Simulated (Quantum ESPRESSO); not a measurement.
## Au: equation of state with AM05

**Experimental background.**

“Exploring toroidal anvil profiles for larger sample volumes above 4 Mbar”, 2024, pmc:11102561 quotes, for a bulk crystal of Au: bulk modulus 167 GPa.

The system is Au.

```
CELL_PARAMETERS angstrom
0.00000 2.03500 2.03500
2.03500 0.00000 2.03500
2.03500 2.03500 0.00000
ATOMIC_POSITIONS crystal
Au 0.00000 0.00000 0.00000
```

| Item | Value |
| --- | --- |
| Program | Quantum ESPRESSO 7.5 |
| Task | equation of state |
| Functional | AM05 |
| Potentials or basis | PseudoDojo 0.4 FR PBE standard |
| Cutoff | 1034 eV |
| Density cutoff | 4136 eV |
| k mesh | 11 × 11 × 11 |
| Occupations | fermi-dirac, width 0.05 eV |
| Spin | spin-orbit coupling, no magnetisation |
| Mixing beta | 0.5 |
| Most SCF iterations | 120 |
| SCF threshold | 2e-10 Ry |

* Equilibrium volume: 16.84 Å³/atom
* Bulk modulus: 178 GPa
* Pressure derivative of the bulk modulus: 5.7

Energy against volume, from the lowest point:
| volume (Å³/atom) | energy (meV/atom) |
| --- | --- |
| 15.843 | 37.27 |
| 16.181 | 15.53 |
| 16.518 | 3.51 |
| 16.855 | 0.00 |
| 17.192 | 3.95 |
| 17.529 | 14.41 |
| 17.866 | 30.55 |

All runs of the series together: 7.6 min on 1 thread of AMD EPYC 7R43 64-Core Processor (Zen 3), with other jobs on the host.

Against the measured bulk modulus of Au, 167 GPa (quoted in “Exploring toroidal anvil profiles for larger sample volumes above 4 Mbar”, 2024, pmc:11102561), the calculated 178 GPa is off by +6.5 %. The fit is for a static lattice scaled at fixed shape and fixed fractional positions.

Caveat: the potentials were made for another functional, which shifts forces and pressure.
